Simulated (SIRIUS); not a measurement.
## BN: equation of state with PBE

Crystal: BN.

```
N B
1.0
     2.49824    0.00000    0.00000
    -1.24912    2.16354    0.00000
     0.00000    0.00000    6.63570
N B
2 2
Cartesian
  1.2491 0.7212 1.6589
  0.0000 1.4424 4.9768
  1.2491 0.7212 4.9768
  0.0000 1.4424 1.6589
```

```
Program                                     : SIRIUS 7.12.0
Task                                        : equation of state
Functional                                  : PBE
Potentials or basis                         : all-electron FP-LAPW
Cutoff                                      : 427 eV
Basis                                       : apw+lo standard
k mesh                                      : 12 × 12 × 4
Occupations                                 : fermi-dirac, width 0.05 eV
Spin                                        : no spin polarisation
Muffin tin radii                            : B 1.37, N 1.25 bohr
Basis cutoff (gk_cutoff)                    : 5.6 1/bohr
Cutoff of density and potential (pw_cutoff) : 29 1/bohr
lmax of the basis                           : 10
lmax of density and potential               : 8
Valence relativity                          : iora
Core states                                 : B none, N 1s
Local orbitals (radial functions)           : B 11, N 10
Smallest sphere radius times basis cutoff   : 7
```

| Property | Result |
| --- | --- |
| Equilibrium volume | 9.15 Å³/atom |
| Bulk modulus at fixed shape and positions | 236 GPa |
| Pressure derivative of the bulk modulus | 3.6 |

Energy against volume, from the lowest point:
| volume (Å³/atom) | energy (meV/atom) |
| --- | --- |
| 8.429 | 47.82 |
| 8.608 | 26.20 |
| 8.787 | 11.43 |
| 8.967 | 2.85 |
| 9.146 | 0.00 |
| 9.325 | 2.30 |
| 9.505 | 9.36 |

All runs of the series together: 34 min on 2 threads of Arm Neoverse V1, on a shared host.

Caveat: the cell was scaled at fixed shape and fractional positions, which overstates the stiffness of a crystal with free parameters, most of all of layers and chains; this functional lacks dispersion, which binds the layers, so the pressure and a relaxed spacing across them are unreliable.
